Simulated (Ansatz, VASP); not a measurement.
# Cu3Au (Auricupride): VASP beside Ansatz

Contents of INCAR:

```
PREC = Accurate
ENCUT = 600
EDIFF = 1E-6
ISMEAR = -1
SIGMA = 0.05
LREAL = F
LASPH = T
NELM = 60
ALGO = Normal
ISIF = 3
LWAVE = F
LCHARG = F
GGA = PS
IVDW = 13
IBRION = 2
NSW = 40
EDIFFG = -0.01
```

KPOINTS

```
Automatic mesh
0
Gamma
  7 7 7
```

POSCAR

```
Cu3Au
1.0
    3.7400000000      0.0000000000      0.0000000000
    0.0000000000      3.7400000000      0.0000000000
    0.0000000000      0.0000000000      3.7400000000
Au Cu
1 3
Direct
    0.0000000000      0.0000000000      0.0000000000
    0.5000000000      0.5000000000      0.0000000000
    0.5000000000      0.0000000000      0.5000000000
    0.0000000000      0.5000000000      0.5000000000
```

input.yaml

```yaml
crystal:
  lattice:
    - [3.74, 0.0, 0.0]
    - [0.0, 3.74, 0.0]
    - [0.0, 0.0, 3.74]
  atoms:
    - { symbol: Au, position: [0.0, 0.0, 0.0] }
    - { symbol: Cu, position: [0.5, 0.5, 0.0] }
    - { symbol: Cu, position: [0.5, 0.0, 0.5] }
    - { symbol: Cu, position: [0.0, 0.5, 0.5] }
hamiltonian:
  xc: pbesol
  pseudopotentials: { kind: paw }
  dispersion: d4
kpoints:
  mp_grid: { grid: [7, 7, 7] }
scf:
  occupations: { method: fermi_dirac, width: 0.05 }
output:
  forces: true
  stress: true
  eigenvalues: true
  write_density: true
  write_potential: true
  elf: true
  volumetric_format: npy
relax:
  f_tol: 0.01
  max_steps: 40
  cell: { stress_tol: 0.05 }
```

Alike in both runs: task relaxation of cell and atoms; functional PBEsol; dispersion D4; k mesh 7 × 7 × 7; occupations fermi-dirac, width 0.05 eV; no spin polarisation.

|  | VASP | Ansatz |
| --- | --- | --- |
| version | VASP 6.6.1 | Ansatz 0.2.0 |
| potentials or method | VASP PAW PBE potentials, release 64 (Au, Cu) | Ansatz PAW |
| plane-wave cutoff (eV) | 600 | 420 |
| valence electrons in the cell | 44 | 76 |

```tsv
	VASP	Ansatz	Ansatz less VASP
gap on the k mesh at the Fermi level, each at its own relaxed structure (eV)	none	none	-
relaxed volume (Å³/atom)	12.55	12.52	-0.031
relaxed cell length with the largest relative difference (Å)	3.689	3.686	-0.0031
energy change over the relaxation (meV/atom)	-12	-13	-1.4
```

A gap of «none» marks a metal or a gap that the smearing closes. The two sets of potentials don't hold the same shells in valence.

Caveats: pairwise dispersion overbinds metals, which lowers pressure and volume; the PAW data sets were made with another functional, which shifts forces and pressure a little (VASP); the plane-wave basis is chosen anew once the cell has moved, so the energies of steps on either side of that aren't comparable (Ansatz); the PAW data sets come from PBE, with cores solved anew for the run's functional, which leaves a small shift of forces and pressure (Ansatz). Spin-orbit coupling is left out, which matters for the levels of Au.
